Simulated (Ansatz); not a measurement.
Space group P6_3/mmc (No. 194). a = 3.514 Å, b = 3.514 Å, c = 5.797 Å, α = 90.00°, β = 90.00°, γ = 120.00°
| atom | site | symmetry | x | y | z |
| --- | --- | --- | --- | --- | --- |
| Pb | 2c | -6m2 | 0.3333 | 0.6667 | 0.2500 |

Equation of state of this Pb structure (not necessarily the ground state), with shape and atoms relaxed at each volume where symmetry leaves them free. It has no gap at any of these volumes. These are results of Ansatz, DFT r2SCAN, scalar-relativistic, plane waves, PAW, not measurements.

Cutoff 500 eV; k points 15×15×8 on the computed 2-atom cell (Γ-centred); Gaussian smearing, width 0.10 eV; no spin polarisation.

```csv
V (Å³/atom),E − E(largest V) (meV/atom),P (GPa)
29.135,3.62,3.23
30.065,-9.95,1.49
30.995,-14.08,0.01
31.925,-10.33,-1.23
32.854,0.00,-2.27
```

Problem. Fit a third-order Birch–Murnaghan equation to E(V).

Solution. V0 = 30.99 Å³/atom, B0 = 45 GPa, B0' = 5.0.

Spin-orbit coupling is left out, which matters for the bands of heavy elements.

This form isn't the element's structure at ambient conditions.